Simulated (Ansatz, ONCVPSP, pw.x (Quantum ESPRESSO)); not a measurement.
**pw.x on fcc V: one setting changed**

Potential: optimised norm-conserving Vanderbilt (ONCV), ONCVPSP 4.0.1.1 (patched build), PBE; core [Ne] 3s2, reference 3p6 3d3 4s2; waves: 4s: rc 2.30 bohr, ncon 4, nbas 9, qcut 2.9 1/bohr, 2 projectors, debl 3 Ha; 3p: rc 1.65 bohr, ncon 4, nbas 8, qcut 8.6 1/bohr, 1 projector; 3d: rc 2.30 bohr, ncon 3, nbas 8, qcut 6.1 1/bohr, 2 projectors, debl 1.6 Ha; local part: polynomial inside 1.50 bohr (lpopt 2, dvloc0 0 Ha); core correction: none.

The reference run (k-mesh 15³, cutoffs 65/260 Ry, Fermi–Dirac 0.01 Ry, mixing_beta 0.4, conv_thr 1e-9, no spin) gives 1.47 GPa at 13.969 Å³/atom, where all-electron LAPW gives -0.35 GPa. This run, with its own iteration cap, changes ecutrho/ecutwfc to 3.

```
&control
  calculation='scf', prefix='x', pseudo_dir='./', outdir='./tmp', tstress=.true., disk_io='none'
/
&system
  ibrav=0, nat=1, ntyp=1, ecutwfc=65, ecutrho=195, nbnd=13,
  occupations='smearing', smearing='fd', degauss=0.01
/
&electrons
  conv_thr=1e-09, mixing_beta=0.4, electron_maxstep=60
/
ATOMIC_SPECIES
V 1.0 V.UPF
CELL_PARAMETERS angstrom
  0.00000000 1.91151821 1.91151821
  1.91151821 0.00000000 1.91151821
  1.91151821 1.91151821 0.00000000
ATOMIC_POSITIONS crystal
V 0.0000 0.0000 0.0000
K_POINTS automatic
15 15 15 0 0 0
```

```bash
pw.x < V.scf.in > V.scf.out
```

Q: How does the run end?

A: It converges in 8 iterations; the free energy moves by -3.1 meV/atom and the pressure by +0.04 GPa. Below 4 the density is truncated and F is no longer variational, so a small shift in one case is no licence.

```
Message from routine set_cutoff:
     ecutrho < 4*ecutwfc, are you sure?
     Message from routine setup:
     using ibrav=0 with symmetry is DISCOURAGED, use correct ibrav instead
     lattice parameter (alat)  =       5.1085  a.u.
     unit-cell volume          =      94.2675 (a.u.)^3
     number of electrons       =        11.00
     number of Kohn-Sham states=           13
     kinetic-energy cutoff     =      65.0000  Ry
     charge density cutoff     =     195.0000  Ry
     scf convergence threshold =      1.0E-09
     Exchange-correlation= PBE
     number of k points=   120  Fermi-Dirac smearing, width (Ry)=  0.0100
     iteration #  1     ecut=    65.00 Ry     beta= 0.40
     total energy              =     -93.23748863 Ry
     estimated scf accuracy    <       0.04516145 Ry
     iteration #  2     ecut=    65.00 Ry     beta= 0.40
     total energy              =     -93.24220062 Ry
     estimated scf accuracy    <       0.00247726 Ry
     iteration #  3     ecut=    65.00 Ry     beta= 0.40
     total energy              =     -93.24248395 Ry
     estimated scf accuracy    <       0.00032715 Ry
     iteration #  4     ecut=    65.00 Ry     beta= 0.40
     total energy              =     -93.24249511 Ry
     estimated scf accuracy    <       0.00000428 Ry
     iteration #  5     ecut=    65.00 Ry     beta= 0.40
     total energy              =     -93.24249542 Ry
     estimated scf accuracy    <       0.00000093 Ry
     iteration #  6     ecut=    65.00 Ry     beta= 0.40
     total energy              =     -93.24249550 Ry
     estimated scf accuracy    <       0.00000002 Ry
     iteration #  7     ecut=    65.00 Ry     beta= 0.40
     total energy              =     -93.24249551 Ry
     estimated scf accuracy    <          4.0E-09 Ry
     iteration #  8     ecut=    65.00 Ry     beta= 0.40
     the Fermi energy is    15.5871 ev
!    total energy              =     -93.24249551 Ry
     estimated scf accuracy    <          1.3E-10 Ry
     smearing contrib. (-TS)   =      -0.00795629 Ry
     The total energy is F=E-TS. E is the sum of the following terms:
     one-electron contribution =     -19.35056244 Ry
     hartree contribution      =      15.54524491 Ry
     xc contribution           =     -12.63927892 Ry
     ewald contribution        =     -76.78994277 Ry
     convergence has been achieved in   8 iterations
          total   stress  (Ry/bohr**3)                   (kbar)     P=       15.08
     Message from routine punch:
     Nothing written, as per user request (disk_io='none')
```

The run took about 9.8 s on one core of a shared host (Intel(R) Xeon(R) Platinum 8488C, 96 threads, 744 GiB, load 22).
